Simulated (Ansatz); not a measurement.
**Phonons of AlN (P6_3/mmc) against volume**

Does AlN (P6_3/mmc) expand much on heating, by its phonons?

Method: DFT LDA, scalar-relativistic, plane waves, PAW; PAW set soft_1, in Ansatz 0.2.0.

Report form: the programs' logs are mostly left out.

### Step 1. Starting point

The structure is hexagonal, space group P6_3/mmc (No. 194). Conventional cell: a = 3.276 Å, b = 3.276 Å, c = 4.101 Å, α = 90.00°, β = 90.00°, γ = 120.00°. Nearest to Al lie 5 N at 1.89 to 2.05 Å. Nearest to N lie 5 Al at 1.89 to 2.05 Å. Farther neighbours and most contacts between anions are not listed.

Structure file:

```cif
data_structure
_symmetry_space_group_name_H-M 'P 1'
_symmetry_Int_Tables_number 1
_cell_length_a 3.2757
_cell_length_b 3.2757
_cell_length_c 4.1006
_cell_angle_alpha 90.000
_cell_angle_beta 90.000
_cell_angle_gamma 120.000
_cell_volume 38.11
loop_
_atom_site_label
_atom_site_type_symbol
_atom_site_fract_x
_atom_site_fract_y
_atom_site_fract_z
_atom_site_occupancy
Al1 Al 0.33333 0.66667 0.75000 1
Al2 Al 0.66667 0.33333 0.25000 1
N3 N 0.33333 0.66667 0.25000 1
N4 N 0.66667 0.33333 0.75000 1
```

### Step 2. Response at finite wavevector

The cell comes from relaxations at this level that are not shown. Stability and thermal properties need the whole zone. Linear response on a 3×3×4 q mesh gives force constants as far as a supercell of that size would, and the tensors from the zone-centre run are typed in so that the long-range dipole term is interpolated apart.

File input.yaml:

```yaml
crystal:
  lattice:
    - [3.2756806184, 0.0, 0.0]
    - [-1.6378403092, 2.8368226302, 0.0]
    - [0.0, 0.0, 4.1006263668]
  atoms:
    - { symbol: Al, position: [0.3333333333, 0.6666666667, 0.75] }
    - { symbol: Al, position: [0.6666666667, 0.3333333333, 0.25] }
    - { symbol: "N", position: [0.3333333333, 0.6666666667, 0.25] }
    - { symbol: "N", position: [0.6666666667, 0.3333333333, 0.75] }
kpoints:
  mp_grid: { grid: [9, 9, 8] }
hamiltonian:
  xc: lda
  pseudopotentials: { kind: paw, azcp: { folder: soft_1 }, xc_functional: pbe }
scf:
  occupations: { method: fixed }
output:
  eigenvalues: true
phonons:
  method: dfpt
  qmesh: [3, 3, 4]
  temperatures: { t_max: 1000, t_step: 50 }
  qpath:
    path:
      - [[0.0, 0.0, 0.0], [0.5, 0.0, 0.0], [0.33333333, 0.33333333, 0.0], [0.0, 0.0, 0.0], [0.0, 0.0, 0.5], [0.5, 0.0, 0.5], [0.33333333, 0.33333333, 0.5], [0.0, 0.0, 0.5]]
      - [[0.5, 0.0, 0.5], [0.5, 0.0, 0.0]]
      - [[0.33333333, 0.33333333, 0.5], [0.33333333, 0.33333333, 0.0]]
    npoints: 10
  non_analytic_term:
    high_frequency_dielectric_tensor: [[4.4381, 0.0, 0.0], [0.0, 4.4381, 0.0], [0.0, 0.0, 4.8404]]
    born_effective_charges:
      - { species: Al, tensor: [[2.5317, 0.0, 0.0], [0.0, 2.5317, 0.0], [0.0, 0.0, 3.1101]] }
      - { species: Al, tensor: [[2.5317, 0.0, 0.0], [0.0, 2.5317, 0.0], [0.0, 0.0, 3.1101]] }
      - { species: "N", tensor: [[-2.5317, 0.0, 0.0], [0.0, -2.5317, 0.0], [0.0, 0.0, -3.1101]] }
      - { species: "N", tensor: [[-2.5317, 0.0, 0.0], [0.0, -2.5317, 0.0], [0.0, 0.0, -3.1101]] }
    source: "zone-centre run at this cell"
```

Started as:

```
ansatz run input.yaml --threads 4 --pin off --max-ram 10240MiB --backend cpu --events-out ev --progress --plain --runs-dir out
```

It took 76 s on 4 threads of Arm Neoverse V1, shared host; peak memory 0.73 GiB; 4.9 min of CPU time.

Numbers from this step:

```
gap on the k-mesh                                       : 3.619 eV
volume per atom                                         : 9.526 Å³
sum-rule residual before enforcement                    : 2.44e-5 eV/Å²
lowest frequency on the path                            : 0 cm⁻¹
point group                                             : 6/mmm
highest frequency on the path or at a solved wavevector : 935.4 cm⁻¹
mean frequency                                          : 507.5 cm⁻¹
Debye temperature (second moment)                       : 1008 K
logarithmic mean frequency                              : 465.4 cm⁻¹
highest optical mode at the zone centre (no LO-TO term) : 701.8 cm⁻¹
lowest optical zone-centre mode                         : 285.8 cm⁻¹
lowest mode on the q mesh (acoustic modes at Γ apart)   : 150.0 cm⁻¹
zero-point energy per atom                              : 94.39 meV
heat capacity at 300 K                                  : 15.57 J/(mol atoms K)
vibrational entropy at 300 K                            : 10.63 J/(mol atoms K)
```

Frequencies (cm⁻¹) solved at each irreducible wavevector; negative means imaginary. Frequencies by wavevector, by row:

```
q in reciprocal lattice units  star  mode 1  mode 2  mode 3  mode 4  mode 10  mode 11  mode 12
                        0 0 0     1       0       0       0   285.8    687.6    701.8    701.8
                     0 0 0.25     2   150.4   150.4   188.2   322.5    696.4    696.4      779
                     0 0 -0.5     1   264.2   264.2   264.2   264.2    687.4    727.5    727.5
                   0 0.3333 0     6     150   234.2   370.4   375.7    703.1    716.6    844.7
                0 0.3333 0.25    12     230   230.3   337.4   379.7    707.1    734.8    833.5
                0 0.3333 -0.5     6   271.6   271.6   328.9   328.9    683.6    787.4    787.4
              0.3333 0.3333 0     2   285.1   314.3   314.3   469.3    715.4    715.4    763.9
           0.3333 0.3333 0.25     4     293     293   345.3   446.9    726.2    726.2    751.1
           0.3333 0.3333 -0.5     2   277.8   277.8   400.2   400.2    715.2    727.5    727.5
```

Symmetry leaves 9 wavevectors to solve. The lowest mode among them, the acoustic zeros apart, lies at q = (0, 0.333, 0) and is real, 150 cm⁻¹.

### Step 3. Relaxing at another volume, volume ratio 0.97

The volume is scaled by 0.97 and held, while shape and atoms relax as far as symmetry allows. The modes can then be followed against volume.

input.yaml, the sections that differ from step 2:

```yaml
crystal:
  lattice:
    - [3.242590673, 0.0, 0.0]
    - [-1.6212953365, 2.8081658969, 0.0]
    - [0.0, 0.0, 4.0592030664]
  atoms:
    - { symbol: Al, position: [0.3333333333, 0.6666666667, 0.75] }
    - { symbol: Al, position: [0.6666666667, 0.3333333333, 0.25] }
    - { symbol: "N", position: [0.3333333333, 0.6666666667, 0.25] }
    - { symbol: "N", position: [0.6666666667, 0.3333333333, 0.75] }
output:
  forces: true
  stress: true
  eigenvalues: true
relax:
  adjacent_minimum: "off"
  f_tol: 0.001
  max_steps: 60
  cell: { stress_tol: 0.01, fix: [volume] }
# kpoints, hamiltonian, scf: as in step 2
# phonons: removed
```

It took 2.9 s on 4 threads; peak memory 0.38 GiB.

The steps of the relaxation:

```
step  energy less that of the first step (eV)  largest force component (eV/Å)  pressure (GPa)  volume (Å³)
   1                                   0.0000                          0.0000            7.33        36.96
   2                                  -0.0001                          0.0000            7.31        36.96
   3                                  -0.0004                          0.0000            7.22        36.96
  4*                                  -0.0004                          0.0000            7.23        36.96
   5                                  -0.0004                          0.0000            7.22        36.96
  6*                                  -0.0004                          0.0000            7.22        36.96
```

Relaxation steps marked * repeat the geometry before them on a plane-wave basis chosen anew for their cell, so energy and pressure can jump there.

Forces are held to the 24 operations that the run works with; a distortion that breaks them can't arise in this run.

```
conventional cell, symmetrised  before  after  change
                         a (Å)   3.243  3.247  +0.1 %
                         b (Å)   3.243  3.247  +0.1 %
                         c (Å)   4.059  4.048  -0.3 %
              volume (Å³/atom)    9.24   9.24  -0.0 %
```

Final coordinates:

```xyz
4
Lattice="3.2472 0.0000 0.0000 -1.6236 2.8122 0.0000 0.0000 0.0000 4.0476" Properties=species:S:1:pos:R:3 pbc="T T T"
Al    0.0000    1.8748    3.0357
Al    1.6236    0.9374    1.0119
N     0.0000    1.8748    1.0119
N     1.6236    0.9374    3.0357
```

This step gave:

```yaml
pressure: 7.224 GPa
gap_on_the_k_mesh: 3.850 eV
volume_per_atom: 9.241 Å³
direct_gap_on_mesh: 3.850 eV
```

### Step 4. Phonons at the other volume, volume ratio 0.97

The phonons are repeated at this volume on the same k and q meshes.

File input.yaml:

```yaml
crystal:
  lattice:
    - [3.2472364037, 0.0, 0.0]
    - [-1.6236182018, 2.8121892177, 0.0]
    - [0.0, 0.0, 4.0475965974]
  atoms:
    - { symbol: Al, position: [0.3333333333, 0.6666666667, 0.75] }
    - { symbol: Al, position: [0.6666666667, 0.3333333333, 0.25] }
    - { symbol: "N", position: [0.3333333333, 0.6666666667, 0.25] }
    - { symbol: "N", position: [0.6666666667, 0.3333333333, 0.75] }
kpoints:
  mp_grid: { grid: [9, 9, 8] }
hamiltonian:
  xc: lda
  pseudopotentials: { kind: paw, azcp: { folder: soft_1 }, xc_functional: pbe }
scf:
  occupations: { method: fixed }
output:
  eigenvalues: true
phonons:
  method: dfpt
  dielectric: true
  rigid_motions: translations
  qmesh: [3, 3, 4]
  temperatures: { t_max: 1000, t_step: 50 }
  qpath:
    path:
      - [[0.0, 0.0, 0.0], [0.5, 0.0, 0.0], [0.33333333, 0.33333333, 0.0], [0.0, 0.0, 0.0], [0.0, 0.0, 0.5], [0.5, 0.0, 0.5], [0.33333333, 0.33333333, 0.5], [0.0, 0.0, 0.5]]
      - [[0.5, 0.0, 0.5], [0.5, 0.0, 0.0]]
      - [[0.33333333, 0.33333333, 0.5], [0.33333333, 0.33333333, 0.0]]
    npoints: 10
```

Wall time 94 s (4 threads); peak memory 0.84 GiB.

This step gave:

* sum-rule residual before enforcement: 3.99e-5 eV/Å²
* miss of the charge sum rule: 0.002034 e
* estimated error of the dielectric tensor: 0.01909
* estimated error of the Born charges: 0.01545 e
* highest frequency on the path or at a solved wavevector: 963.1 cm⁻¹
* mean frequency: 528.9 cm⁻¹
* Debye temperature (second moment): 1050 K
* logarithmic mean frequency: 485.2 cm⁻¹
* highest optical mode at the zone centre (no LO-TO term): 732.6 cm⁻¹
* lowest optical zone-centre mode: 344.3 cm⁻¹
* mean high-frequency dielectric constant: 4.511
* largest Born charge (third of the trace): 2.709 e
* mean static dielectric constant: 14.62
* top of the zone-centre spectrum with the field: 963.1 cm⁻¹
* lowest mode on the q mesh (acoustic modes at Γ apart): 143.1 cm⁻¹
* zero-point energy per atom: 98.36 meV

Frequencies (cm⁻¹) solved at each irreducible wavevector; negative means imaginary. Frequencies by wavevector, by row:

```
q in reciprocal lattice units  star  mode 1  mode 2  mode 3  mode 4  mode 10  mode 11  mode 12
                        0 0 0     1       0       0       0   344.3    718.4    732.6    732.6
                     0 0 0.25     2   153.4   153.4   205.1   329.9    726.6    726.6    809.1
                     0 0 -0.5     1   269.9   269.9   269.9   269.9    716.2    752.8    752.8
                   0 0.3333 0     6   143.1   249.1   381.2   401.4    729.8    748.1    869.5
                0 0.3333 0.25    12     229   242.8   362.5     387    738.3    762.3    859.5
                0 0.3333 -0.5     6   294.1   294.1   333.3   333.3    713.8      814      814
              0.3333 0.3333 0     2   280.9   337.8   337.8   486.7    738.6    738.6    793.9
           0.3333 0.3333 0.25     4   314.3   314.3   345.7   479.4    752.5    752.5    780.9
           0.3333 0.3333 -0.5     2   299.3   299.3   430.4   430.4    744.8    754.8    754.8
```

The highest optical mode at the zone centre (no LO-TO term) is 732.6 cm⁻¹, +30.9 cm⁻¹ against the base run.

### Step 5. Relaxing at another volume, volume ratio 1.03

The volume is scaled by 1.03 and held, while shape and atoms relax as far as symmetry allows. The modes can then be followed against volume.

input.yaml, the sections that differ from step 4:

```yaml
crystal:
  lattice:
    - [3.3081152091, 0.0, 0.0]
    - [-1.6540576046, 2.8649118098, 0.0]
    - [0.0, 0.0, 4.1412292685]
  atoms:
    - { symbol: Al, position: [0.3333333333, 0.6666666667, 0.75] }
    - { symbol: Al, position: [0.6666666667, 0.3333333333, 0.25] }
    - { symbol: "N", position: [0.3333333333, 0.6666666667, 0.25] }
    - { symbol: "N", position: [0.6666666667, 0.3333333333, 0.75] }
output:
  forces: true
  stress: true
  eigenvalues: true
relax:
  adjacent_minimum: "off"
  f_tol: 0.001
  max_steps: 60
  cell: { stress_tol: 0.01, fix: [volume] }
# kpoints, hamiltonian, scf: as in step 4
# phonons: removed
```

Wall time 3 s (4 threads); peak memory 0.38 GiB.

The steps of the relaxation:

```
step  energy less that of the first step (eV)  largest force component (eV/Å)  pressure (GPa)  volume (Å³)
   1                                   0.0000                          0.0000           -6.33        39.25
   2                                  -0.0001                          0.0000           -6.31        39.25
   3                                  -0.0004                          0.0000           -6.20        39.25
  4*                                  -0.0004                          0.0000           -6.20        39.25
   5                                  -0.0004                          0.0000           -6.20        39.25
  6*                                  -0.0005                          0.0000           -6.20        39.25
```

Relaxation steps marked * repeat the geometry before them on a plane-wave basis chosen anew for their cell, so energy and pressure can jump there.

The run keeps the 24 symmetry operations that it works with, so distortions that break them were not tested.

```
conventional cell, symmetrised  before  after  change
                         a (Å)   3.308  3.302  -0.2 %
                         b (Å)   3.308  3.302  -0.2 %
                         c (Å)   4.141  4.156  +0.4 %
              volume (Å³/atom)    9.81   9.81  +0.0 %
```

Final coordinates:

```xyz
4
Lattice="3.3021 0.0000 0.0000 -1.6511 2.8597 0.0000 0.0000 0.0000 4.1563" Properties=species:S:1:pos:R:3 pbc="T T T"
Al    0.0000    1.9065    3.1172
Al    1.6511    0.9532    1.0391
N     0.0000    1.9065    1.0391
N     1.6511    0.9532    3.1172
```

This step gave:

```
pressure           : -6.197 GPa
gap on the k-mesh  : 3.388 eV
volume per atom    : 9.812 Å³
direct gap on mesh : 3.388 eV
```

The cell grew by 0.0 % in volume.

### Step 6. Phonons at the other volume, volume ratio 1.03

File input.yaml:

```yaml
crystal:
  lattice:
    - [3.3021233405, 0.0, 0.0]
    - [-1.6510616703, 2.8597226993, 0.0]
    - [0.0, 0.0, 4.1562718409]
  atoms:
    - { symbol: Al, position: [0.3333333333, 0.6666666667, 0.75] }
    - { symbol: Al, position: [0.6666666667, 0.3333333333, 0.25] }
    - { symbol: "N", position: [0.3333333333, 0.6666666667, 0.25] }
    - { symbol: "N", position: [0.6666666667, 0.3333333333, 0.75] }
kpoints:
  mp_grid: { grid: [9, 9, 8] }
hamiltonian:
  xc: lda
  pseudopotentials: { kind: paw, azcp: { folder: soft_1 }, xc_functional: pbe }
scf:
  occupations: { method: fixed }
output:
  eigenvalues: true
phonons:
  method: dfpt
  dielectric: true
  rigid_motions: translations
  qmesh: [3, 3, 4]
  temperatures: { t_max: 1000, t_step: 50 }
  qpath:
    path:
      - [[0.0, 0.0, 0.0], [0.5, 0.0, 0.0], [0.33333333, 0.33333333, 0.0], [0.0, 0.0, 0.0], [0.0, 0.0, 0.5], [0.5, 0.0, 0.5], [0.33333333, 0.33333333, 0.5], [0.0, 0.0, 0.5]]
      - [[0.5, 0.0, 0.5], [0.5, 0.0, 0.0]]
      - [[0.33333333, 0.33333333, 0.5], [0.33333333, 0.33333333, 0.0]]
    npoints: 10
```

The job ended after 1.7 min (4 threads; peak memory 0.87 GiB; 6.7 min of CPU time).

This step gave:

```
sum-rule residual before enforcement                    : 1.39e-5 eV/Å²
miss of the charge sum rule                             : 7.17e-4 e
estimated error of the dielectric tensor                : 0.01304
estimated error of the Born charges                     : 0.01113 e
highest frequency on the path or at a solved wavevector : 910 cm⁻¹
mean frequency                                          : 487 cm⁻¹
Debye temperature (second moment)                       : 970 K
logarithmic mean frequency                              : 445.5 cm⁻¹
highest optical mode at the zone centre (no LO-TO term) : 673.6 cm⁻¹
lowest optical zone-centre mode                         : 217.4 cm⁻¹
mean high-frequency dielectric constant                 : 4.639
largest Born charge (third of the trace)                : 2.740 e
mean static dielectric constant                         : 26.24
top of the zone-centre spectrum with the field          : 910.0 cm⁻¹
lowest mode on the q mesh (acoustic modes at Γ apart)   : 147.3 cm⁻¹
zero-point energy per atom                              : 90.56 meV
```

Frequencies (cm⁻¹) solved at each irreducible wavevector; negative means imaginary. Frequencies by wavevector, by row:

```
q in reciprocal lattice units  star  mode 1  mode 2  mode 3  mode 4  mode 10  mode 11  mode 12
                        0 0 0     1       0       0       0   217.4    661.6    673.6    673.6
                     0 0 0.25     2   147.3   147.3   171.2     315    668.9    668.9    749.3
                     0 0 -0.5     1   258.4   258.4   258.4   258.4    661.4    702.7    702.7
                   0 0.3333 0     6   155.9   211.2   345.9   360.5    678.9      688    821.9
                0 0.3333 0.25    12   217.7   230.4   309.8   369.8    678.8    709.4    809.5
                0 0.3333 -0.5     6   248.7   248.7   324.1   324.1    656.2    762.8    762.8
              0.3333 0.3333 0     2   285.1   285.1   288.8   453.5      694      694      737
           0.3333 0.3333 0.25     4   268.7   268.7   344.5   416.7    701.7    701.7    724.3
           0.3333 0.3333 -0.5     2   256.8   256.8   370.6   370.6    688.8    701.8    701.8
```

The highest optical mode at the zone centre (no LO-TO term) is 673.6 cm⁻¹, -28.1 cm⁻¹ against the base run.

(Continued in part 2 of 2.)

[Logs are printed without paths, hosts, clocks, repeated set-up lines and the standing remarks that a program may print on its own settings, such as how far it seeks lower states.]

[Hosts, paths, dates, database ids (printed as entryN), source tags and the programs' standing remarks are cut or masked in the printed files.]
